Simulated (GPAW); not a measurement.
WS2, a slab with vacuum:

```xyz
3
Lattice="3.1835 0.0000 0.0000 -1.5918 2.7570 0.0000 0.0000 0.0000 16.9506" Properties=species:S:1:pos:R:3 pbc="T T T"
W     0.0000    0.0000    0.0000
S     0.0000    1.8380    1.5595
S     0.0000    1.8380   15.3911
```

Base run:

| Quantity | Value |
| --- | --- |
| Program | GPAW 26.7.0 |
| Functional | LDA |
| Potentials or basis | the program's PAW data sets (release 1.2.1) made for this functional |
| Cutoff | 500 eV |
| Basis | pw |
| k mesh | 8 × 8 × 2 |
| Occupations | fermi-dirac, width 0.001 eV |
| Spin | no spin polarisation |
| Hubbard terms | W d U = 2.0 eV |

Its results: band gap on the k mesh 2.03 eV, indirect (least direct gap 2.19 eV).

**Question.** The run is repeated on the same cell with these changes: hubbard terms from W d U = 2.0 eV to W d U = 6.0 eV. What comes out?

**Answer.** Band gap on the k mesh 1.76 eV, direct.

Caveats: the long-wavelength limit can be off by several per cent where d states take part; response on these states lacks terms of the Hamiltonian; spin-orbit coupling is left out, which moves the levels of the heavy elements.

A k mesh can miss the band edges.
